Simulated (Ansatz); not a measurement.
## ZnS: strain and displacement

```xyz
4
Lattice="3.8110 0.0000 0.0000 -1.9055 3.3004 0.0000 0.0000 0.0000 6.2340" Properties=species:S:1:pos:R:3 pbc="T T T"
Zn    0.0000    2.2003    0.0000
Zn    1.9055    1.1001    3.1170
S     0.0000    2.2003    2.4001
S     1.9055    1.1001    5.5171
```

Atom numbers follow the list: Zn1, Zn2, S3, S4.

The conventional cell has a = 3.811 Å, b = 3.811 Å, c = 6.234 Å, α = 90.00°, β = 90.00°, γ = 120.00°. Zn (atom 1) has 4 S at 2.31 to 2.40 Å as nearest neighbours. Around S (atom 3) lie 4 Zn at 2.31 to 2.40 Å.

The cell is COD entry 9008878, as deposited and not checked against the literature; nothing was relaxed. It differs from other determinations.

Level of theory: DFT, PBEsol, all-electron PAW with datasets made for the crystal, scalar-relativistic in Ansatz 0.2.0.

Sampling and basis: a Γ-centred 8×8×5 k mesh, Fermi–Dirac smearing of 0.03 eV, cutoff 300 eV (chosen by the program for this cell), no spin polarisation.

The unchanged cell is at -1.28 GPa.

Semilocal functionals give too small gaps.

x, y and z are the Cartesian axes of the cell as listed; fractional coordinates follow a strain, and an engineering shear is twice the off-diagonal strain component.

**Question.** With this change (equal xy, yz and zx engineering shear strains of -3 %), what becomes of the energy and stress and forces and gap?

**Answer.** Energy change +7 meV/atom; stress change (xx, yy, zz, yz, xz, xy) 0.18, 0.13, 0.07, 1.11, 1.11, 1.77 GPa, compression positive; change of the force on S4 (-0.344, -0.132, -0.021) eV/Å; gap on the k mesh 2.11 → 2.00 eV.

With equal xy, yz and zx engineering shear strains of -1 %: energy change under 1 meV/atom; stress change (xx, yy, zz, yz, xz, xy) 0.02, 0.01, 0.01, 0.37, 0.37, 0.58 GPa, compression positive; change of the force on S4 (-0.107, -0.039, -0.002) eV/Å; gap on the k mesh 2.11 → 2.08 eV.

**Question.** With this change (equal xy, yz and zx engineering shear strains of +2 %), what becomes of the energy and stress and forces and gap?

**Answer.** Energy change +3 meV/atom; stress change (xx, yy, zz, yz, xz, xy) 0.08, 0.06, 0.03, -0.72, -0.72, -1.15 GPa, compression positive; change of the force on S4 (0.195, 0.063, -0.009) eV/Å; gap on the k mesh 2.11 → 2.07 eV.
